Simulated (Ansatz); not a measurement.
# Te2Mo: what each run costs

Cell: 12 atoms, space group P-3m1, a = 3.561 Å, b = 3.561 Å, c = 38.990 Å, α = 90.00°, β = 90.00°, γ = 120.00°.

All runs are DFT with Ansatz 0.2.0 on 1 thread of AMD EPYC 9R14 (Zen 4) (x86_64; 16 cores open to the job, memory cap 3.0 GiB, no GPU), a shared host.

Q: Rank the runs by wall time, shortest first.
A. single point, PBE, gradients read without the response of the cores, 420 eV, 10×10×1 k-points, smearing 0.05 eV
B. single point, PBE with spin–orbit coupling, gradients read without the response of the cores, 420 eV, 10×10×1 k-points, smearing 0.05 eV
C. single point, r2SCAN, gradients read without the response of the cores, 500 eV, 10×10×1 k-points, smearing 0.05 eV

A: A (35 s, 1 GiB), C (57 s, 1.8 GiB), B (6 min, 2.5 GiB).
